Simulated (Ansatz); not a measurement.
# Stack of 2H-MoTe2 under arsenene, unshifted in a perpendicular field, part 4 of 5

Wanted: the out-of-plane response of the stack of 2H-MoTe2 under arsenene, unshifted. A positive field points along +c.

Ansatz 0.2.0; plane-wave DFT, PBE-D3(BJ), Ansatz PAW (the session's first sound run).

So far, equivalent conductor thickness p/(ε₀AE) (Å): 10.3 in steps 8, 11 and 14.

## 15. Same geometry, cutoff 420 eV, functional PBE

This step: plane-wave DFT, PBE, Ansatz PAW (Ansatz 0.2.0).

The geometry is kept and the functional is PBE; other changes against the main runs: SCF threshold 1.0e-10 → 1.0e-09 eV, k-mesh 18×18×1 → 6×6×1 and no dispersion term, which doesn't act on the electrons.

input.yaml reads:

```yaml
crystal:
  lattice:
    - [3.5360885962, 0.0, 0.0]
    - [-1.7680442981, 3.0623425543, 0.0]
    - [0.0, 0.0, 26.0742687545]
  atoms:
    - { symbol: Te, position: [0.3333333333, 0.6666666667, 0.3451678774] }
    - { symbol: Mo, position: [0.0, 0.0, 0.4143841734] }
    - { symbol: Te, position: [0.3333333333, 0.6666666667, 0.483510423] }
    - { symbol: As, position: [0.6666666667, 0.3333333333, 0.600840229] }
    - { symbol: As, position: [0.3333333333, 0.6666666667, 0.6548321226] }
kpoints:
  mp_grid: { grid: [6, 6, 1] }
hamiltonian:
  xc: pbe
scf:
  occupations: { method: fermi_dirac, width: 0.02585 }
  convergence: { dr2_threshold: 1.0e-09 }
efield:
  axis: 3
  dipole_correction: true
  ramp_position: 0.97
  ramp_width: 0.06
  amplitude: 0.1
output:
  write_potential: true
  write_density: true
  volumetric_format: npy
```

The run is started by

```bash
> ansatz run input.yaml --threads 4 --pin off --max-ram 6144MiB --backend cpu --events-out ev --progress --plain --runs-dir out
```

Numbers of over 12 decimals in the logs are rounded to 6 here.

The program printed:

```text
[...]
Crystal: 5 atoms, lattice volume = 282.351 Å³
Basis set: ecut = 420 eV, 5469 PW (Γ)
Bands: 46, of which v1, the nominal top of the filled ones, is band 38 counted from 1 (37 counted from 0)
Symmetry: 6 space group operations
[...]
k-points: 7 of 36 (time reversal used)
[...]
k-point 0: bands = [... 34 lower, 1.1072, 1.7479, 1.7479, 2.0841, 4.2064, 5.0013, 5.0013, 5.2359, ... 4 higher]
  k-point 1: bands = [... 34 lower, 0.7242, 1.0368, 1.2703, 1.9410, 3.8222, 4.0434, 4.4088, 4.6041, ... 4 higher]
  k-point 2: bands = [... 34 lower, 0.3044, 0.7824, 1.0480, 1.2655, 3.0610, 3.6814, 3.6967, 4.7735, ... 4 higher]
  k-point 6: bands = [... 34 lower, -0.5590, -0.4955, 0.2938, 1.9586, 3.0153, 3.3515, 3.8054, 4.4077, ... 4 higher]
[key lines of the parts left out:]
SCF converged after 14 iterations
Free energy (F): -28628.902906 eV
Fermi energy:    2.535868 eV
Dipole field:    D = 0.038352 V/Å  (p = 0.059844 e·Å, saw-weighted, corrected)
```

The job ended after 3.7 s (4 threads of Arm Neoverse V2, shared host; peak memory 0.63 GiB).

The dipole is 0.0598 e·Å.

## 16. Same geometry, cutoff 420 eV, functional PBE (run 2)

The same run in the opposite field.

Edit input.yaml of step 15 so:

```diff
@@ -23,3 +23,3 @@
   ramp_width: 0.06
-  amplitude: 0.1
+  amplitude: -0.1
 output:
```

The program printed:

```text
[...]
Crystal: 5 atoms, lattice volume = 282.351 Å³
Basis set: ecut = 420 eV, 5469 PW (Γ)
Bands: 46, of which v1, the nominal top of the filled ones, is band 38 counted from 1 (37 counted from 0)
Symmetry: 6 space group operations
[...]
k-points: 7 of 36 (time reversal used)
[...]
k-point 0: bands = [... 34 lower, 1.1430, 1.7001, 1.7001, 2.0636, 4.1583, 5.0313, 5.0313, 5.2109, ... 4 higher]
  k-point 1: bands = [... 34 lower, 0.7215, 0.9905, 1.3283, 1.9326, 3.8039, 4.0929, 4.4125, 4.6451, ... 4 higher]
  k-point 2: bands = [... 34 lower, 0.3106, 0.7912, 1.0696, 1.3081, 3.0361, 3.7229, 3.7236, 4.8074, ... 4 higher]
  k-point 6: bands = [... 34 lower, -0.5963, -0.5027, 0.3203, 2.0005, 3.0456, 3.3128, 3.8450, 4.4460, ... 4 higher]
[key lines of the parts left out:]
SCF converged after 15 iterations
Free energy (F): -28628.903271 eV
Fermi energy:    2.526465 eV
Dipole field:    D = -0.040697 V/Å  (p = -0.063502 e·Å, saw-weighted, corrected)
```

Elapsed: 3.8 s, on 4 threads; peak memory 0.63 GiB; 14 s of CPU time.

The dipole is -0.0635 e·Å.

## 17. Response at this level

This step: plane-wave DFT, PBE, Ansatz PAW; response to a field along the normal, atoms held (Ansatz 0.2.0).

The induced dipole is that of a conductor 10.31 Å thick.

## 18. Same geometry, cutoff 500 eV, functional r2SCAN

This step: plane-wave DFT, r2SCAN, Ansatz PAW (Ansatz 0.2.0).

The geometry is kept and the functional is r2SCAN; other changes against the main runs: SCF threshold 1.0e-10 → 1.0e-09 eV, cutoff 420 → 500, k-mesh 18×18×1 → 6×6×1 and no dispersion term, which doesn't act on the electrons.

Edit input.yaml of step 16 so:

```diff
@@ -14,3 +14,3 @@
 hamiltonian:
-  xc: pbe
+  xc: r2scan
 scf:
@@ -23,3 +23,3 @@
   ramp_width: 0.06
-  amplitude: -0.1
+  amplitude: 0.1
 output:
```

The program printed:

```text
[...]
Crystal: 5 atoms, lattice volume = 282.351 Å³
Basis set: ecut = 500 eV, 7235 PW (Γ), exchange–correlation on 108×108×768 points (64 copies of the dense FFT grid, shifted against one another)
Bands: 46, of which v1, the nominal top of the filled ones, is band 38 counted from 1 (37 counted from 0)
Symmetry: 6 space group operations
[...]
k-point 0: bands = [... 34 lower, 0.9176, 1.4922, 1.4922, 1.9420, 4.4087, 4.9795, 4.9795, 5.2103, ... 4 higher]
  k-point 1: bands = [... 34 lower, 0.4889, 0.7523, 1.0799, 1.7556, 3.8523, 4.0760, 4.4329, 4.5741, ... 4 higher]
  k-point 2: bands = [... 34 lower, 0.0379, 0.5521, 0.8700, 1.0325, 3.0835, 3.6268, 3.7010, 4.8529, ... 4 higher]
  k-point 6: bands = [... 34 lower, -0.8650, -0.8055, 0.0001, 1.8332, 2.9678, 3.3492, 3.8132, 4.4149, ... 4 higher]
[key lines of the parts left out:]
SCF converged after 13 iterations
Free energy (F): -28687.176611 eV
Fermi energy:    2.445956 eV
Dipole field:    D = 0.038066 V/Å  (p = 0.059396 e·Å, saw-weighted, corrected)
```

The job ended after 8.6 s (4 threads; peak memory 1.1 GiB; 33 s of CPU time).

The dipole is 0.0594 e·Å.

## 19. Same geometry, cutoff 500 eV, functional r2SCAN (run 2)

The same run in the opposite field.

Edit input.yaml of step 18 so:

```diff
@@ -23,3 +23,3 @@
   ramp_width: 0.06
-  amplitude: 0.1
+  amplitude: -0.1
 output:
```

The program printed:

```text
[...]
Crystal: 5 atoms, lattice volume = 282.351 Å³
Basis set: ecut = 500 eV, 7235 PW (Γ), exchange–correlation on 108×108×768 points (64 copies of the dense FFT grid, shifted against one another)
Bands: 46, of which v1, the nominal top of the filled ones, is band 38 counted from 1 (37 counted from 0)
Symmetry: 6 space group operations
[...]
k-point 0: bands = [... 34 lower, 0.9534, 1.4379, 1.4379, 1.9259, 4.3532, 5.0099, 5.0099, 5.1807, ... 4 higher]
  k-point 1: bands = [... 34 lower, 0.4870, 0.7005, 1.1414, 1.7492, 3.8383, 4.1241, 4.4385, 4.6206, ... 4 higher]
  k-point 2: bands = [... 34 lower, 0.0446, 0.5561, 0.9009, 1.0808, 3.0597, 3.6747, 3.7256, 4.8922, ... 4 higher]
  k-point 6: bands = [... 34 lower, -0.9064, -0.8157, 0.0304, 1.8809, 3.0045, 3.3040, 3.8582, 4.4592, ... 4 higher]
[key lines of the parts left out:]
SCF converged after 12 iterations
Free energy (F): -28687.176909 eV
Fermi energy:    2.456283 eV
Dipole field:    D = -0.039996 V/Å  (p = -0.062409 e·Å, saw-weighted, corrected)
```

It took 8 s on 4 threads; peak memory 1.1 GiB.

The dipole is -0.0624 e·Å.

## 20. Response at this level

This step: plane-wave DFT, r2SCAN, Ansatz PAW; response to a field along the normal, atoms held (Ansatz 0.2.0).

The induced dipole is that of a conductor 10.18 Å thick.

## 21. Same geometry, cutoff 420 eV, functional HSE06

This step: plane-wave DFT, HSE06, Ansatz PAW (Ansatz 0.2.0).

The geometry is kept and the functional is HSE06; other changes against the main runs: SCF threshold 1.0e-10 → 1.0e-09 eV, k-mesh 18×18×1 → 6×6×1 and no dispersion term, which doesn't act on the electrons.

Edit input.yaml of step 19 so:

```diff
@@ -14,3 +14,3 @@
 hamiltonian:
-  xc: r2scan
+  xc: hse06
 scf:
@@ -23,3 +23,3 @@
   ramp_width: 0.06
-  amplitude: -0.1
+  amplitude: 0.1
 output:
```

The program printed:

```text
[...]
Crystal: 5 atoms, lattice volume = 282.351 Å³
Basis set: ecut = 420 eV, 5469 PW (Γ)
Bands: 46, of which v1, the nominal top of the filled ones, is band 38 counted from 1 (37 counted from 0)
Symmetry: 6 space group operations
[...]
k-points: 7 of 36 (time reversal used)
[...]
k-point 0: bands = [... 34 lower, 0.6498, 1.3239, 1.3239, 1.7768, 4.5713, 5.2756, 5.2756]
  k-point 1: bands = [... 34 lower, 0.2118, 0.5514, 0.8216, 1.5719, 4.0497, 4.2817, 4.6631]
  k-point 2: bands = [... 34 lower, -0.2710, 0.2862, 0.5985, 0.7917, 3.2176, 3.8397, 3.8952]
  k-point 6: bands = [... 34 lower, -1.2009, -1.1568, -0.3093, 1.6532, 3.1242, 3.5180, 4.0090]
  guard bands above this table: 5 of the run's 46 bands. The solve was not asked for them (output.publish_guard_bands: true or output.eigenvalues: true publishes all)
[key lines of the parts left out:]
Free energy (F): -28641.979982 eV
Fermi energy:    2.440800 eV
Dipole field:    D = 0.038461 V/Å  (p = 0.060013 e·Å, saw-weighted, corrected)
```

Elapsed: 52 s, on 4 threads; peak memory 3.8 GiB; 3.3 min of CPU time.

A gap read on the k-mesh alone can miss the band edges.

The dipole is 0.0600 e·Å.

## 22. Same geometry, cutoff 420 eV, functional HSE06 (run 2)

The same run in the opposite field.

Edit input.yaml of step 21 so:

```diff
@@ -23,3 +23,3 @@
   ramp_width: 0.06
-  amplitude: 0.1
+  amplitude: -0.1
 output:
```

The program printed:

```text
[...]
Crystal: 5 atoms, lattice volume = 282.351 Å³
Basis set: ecut = 420 eV, 5469 PW (Γ)
Bands: 46, of which v1, the nominal top of the filled ones, is band 38 counted from 1 (37 counted from 0)
Symmetry: 6 space group operations
[...]
k-points: 7 of 36 (time reversal used)
[...]
--- Band table (eV; the first three rows and the last of 7) ---
  k-point 0: bands = [... 34 lower, 0.6881, 1.2663, 1.2663, 1.7577, 4.5098, 5.3147, 5.3147]
  k-point 1: bands = [... 34 lower, 0.2097, 0.4957, 0.8858, 1.5630, 4.0345, 4.3336, 4.6656]
  k-point 2: bands = [... 34 lower, -0.2627, 0.2954, 0.6221, 0.8416, 3.1880, 3.8893, 3.9245]
  k-point 6: bands = [... 34 lower, -1.2452, -1.1675, -0.2809, 1.7025, 3.1610, 3.4714, 4.0548]
[...]
[key lines of the parts left out:]
Free energy (F): -28641.980143 eV
Fermi energy:    2.443845 eV
Dipole field:    D = -0.039500 V/Å  (p = -0.061634 e·Å, saw-weighted, corrected)
```

The job ended after 52 s (4 threads; peak memory 3.9 GiB; 3.3 min of CPU time).

The dipole is -0.0616 e·Å.

## 23. The series together

Times are for 4 threads of Arm Neoverse V2, shared host. The series side by side:

```
no.  functional     field  dipole along the normal (e·Å)   time  memory (GiB)
  1         lda   0.1 V/Å                        0.05970  3.8 s          0.62
  2         lda  -0.1 V/Å                       -0.06367  3.6 s          0.61
  3         pbe   0.1 V/Å                        0.05984  3.7 s          0.63
  4         pbe  -0.1 V/Å                       -0.06350  3.8 s          0.63
  5      r2scan   0.1 V/Å                        0.05940  8.6 s           1.1
  6      r2scan  -0.1 V/Å                       -0.06241    8 s           1.1
  7       hse06   0.1 V/Å                        0.06001   52 s           3.8
  8       hse06  -0.1 V/Å                       -0.06163   52 s           3.9
```

## 24. Response at this level

This step: plane-wave DFT, HSE06, Ansatz PAW; response to a field along the normal, atoms held (Ansatz 0.2.0).

The induced dipole is that of a conductor 10.16 Å thick.

## 25. A changed input: efield.amplitude = -0.3

This step: plane-wave DFT, PBE-D3(BJ), Ansatz PAW (Ansatz 0.2.0).

A run with a changed input: it repeats the earlier run at 0.1 V/Å with efield.amplitude from 0.1 to -0.3.

input.yaml, the sections that differ from step 22:

```yaml
kpoints:
  mp_grid: { grid: [18, 18, 1] }
  band_path:
    path: [[0, 0, 0], [0.5, 0, 0], [0.33333333, 0.33333333, 0], [0, 0, 0]]
    npoints: 16
hamiltonian:
  xc: pbe
  dispersion: d3bj
scf:
  occupations: { method: fermi_dirac, width: 0.02585 }
  convergence: { dr2_threshold: 1.0e-10 }
efield:
  axis: 3
  dipole_correction: true
  ramp_position: 0.97
  ramp_width: 0.06
  amplitude: -0.3
# crystal, output: as in step 22
```

The program printed:

```text
[...]
Crystal: 5 atoms, lattice volume = 282.351 Å³
Basis set: ecut = 420 eV, 5469 PW (Γ)
Bands: 46, of which v1, the nominal top of the filled ones, is band 38 counted from 1 (37 counted from 0)
Symmetry: 6 space group operations
[...]
k-points: 37 of 324 (time reversal used)
[...]
SCF iter   1: F=—  HF=-28631.611559 eV  |F-HF|=—  |Δ(HF+E_count)|=         —  Δρ=2.77e-2  dr2=2.74e0  ethr=3.10e-3  p=-0.194 e·Å  D=-1.24e-1 V/Å  ΔV_dip=3.25 eV  dr2_dipole=2.45e-3  V_vac-E_F(+/−)=2.95/6.88 eV  ⟨swp⟩=11.5  Hψ=7835  notcnv=0
[...]
SCF iter  16: F=-28630.931600 eV  HF=-28630.931600 eV  |F-HF|=5.82e-11  |Δ(HF+E_count)|=  4.73e-11  Δρ=6.08e-8  dr2=5.15e-11  ethr=1.00e-12  p=-0.187 e·Å  D=-1.20e-1 V/Å  ΔV_dip=3.12 eV  dr2_dipole=9.93e-12  V_vac-E_F(+/−)=2.20/6.25 eV  ⟨swp⟩=10.7  Hψ=5439  notcnv=0
SCF 1 converged in 16 iterations: F = -28630.931600 eV  dr2 = 5.15e-11
[...]
SCF converged after 16 iterations
Free energy (F): -28630.931600 eV
[...]
Internal energy: -28630.931600 eV  (E = F + TS)
E sigma→0 (E₀):  -28630.931600 eV
Fermi energy:    2.566487 eV
Dipole field:    D = -0.119546 V/Å  (p = -0.186537 e·Å, saw-weighted, corrected)
Work function:   not extracted (applied field tilts the vacuum); planar V_es + V_field profile in the machine report
[...]
--- Band table (eV; the first three rows and the last of 37) ---
  k-point 0: bands = [... 34 lower, 1.1746, 1.6278, 1.6278, 2.0392, 4.0884, 5.0382, 5.0382, 5.1779, ... 4 higher]
  k-point 1: bands = [... 34 lower, 1.1045, 1.3410, 1.5233, 2.1206, 4.3510, 4.9120, 5.0602, 5.0791, ... 4 higher]
  k-point 2: bands = [... 34 lower, 0.9338, 1.2575, 1.4187, 2.0981, 4.2204, 4.5598, 4.7052, 5.0035, ... 4 higher]
  k-point 36: bands = [... 34 lower, -0.6502, -0.5194, 0.3489, 2.0420, 3.0618, 3.2713, 3.8837, 4.4820, ... 4 higher]
```

Wall time 27 s (4 threads); peak memory 0.9 GiB.

This step gave:

* dipole along the normal: -0.1865 e·Å

Electronic bands along the path, in eV, zero at the Fermi level of the run, which the smearing sets inside the gap:

```
  point  band 35  band 36  band 37  band 38  band 39  band 40  band 41  band 42
      Γ    -1.39    -0.94    -0.94    -0.53     1.52     2.47     2.47     2.61
halfway    -2.05    -1.56    -1.41    -1.11     0.59     1.22     1.61     1.95
      M    -2.81    -2.18    -1.30    -0.85     0.79     0.89     1.29     1.97
halfway    -2.94    -2.56    -2.13    -0.73     0.82     1.21     1.53     1.95
      K    -3.22    -3.09    -2.22    -0.52     0.50     0.70     1.32     1.92
halfway    -2.06    -1.73    -1.21    -1.12     0.87     1.24     1.47     1.99
      Γ    -1.39    -0.94    -0.94    -0.53     1.52     2.47     2.47     2.61
```

```
                               quantity  this run  earlier run  difference
          dipole along the normal (e·Å)   -0.1865      0.06018       -0.25
                gap along the path (eV)    0.8570       0.8564      5.6e-4
smallest direct gap along the path (eV)     1.020        1.058      -0.038
```

The applied field differs, and the slope found earlier predicts a dipole of -0.187 e·Å; this run gives -0.187 e·Å, in line with it.

Besides the dipole, what moves beyond 0.01 in its unit (for the dipole 0.5 % and 5e-5 e·Å): smallest direct gap along the path (-0.0377 eV).

(Part 4 of 5 ends here.)

[Logs are printed without paths, hosts, clocks, repeated set-up lines and the standing remarks that a program may print on its own settings, such as how far it seeks lower states.]

[Hosts, paths, dates, database ids (printed as entryN), source tags and the programs' standing remarks are cut or masked in the printed files.]

[Maps of the electrostatic potential energy from Ansatz leave out the sawtooth potential of an applied field or a dipole correction, so their vacuum need not be flat; planar profiles and work functions include it.]
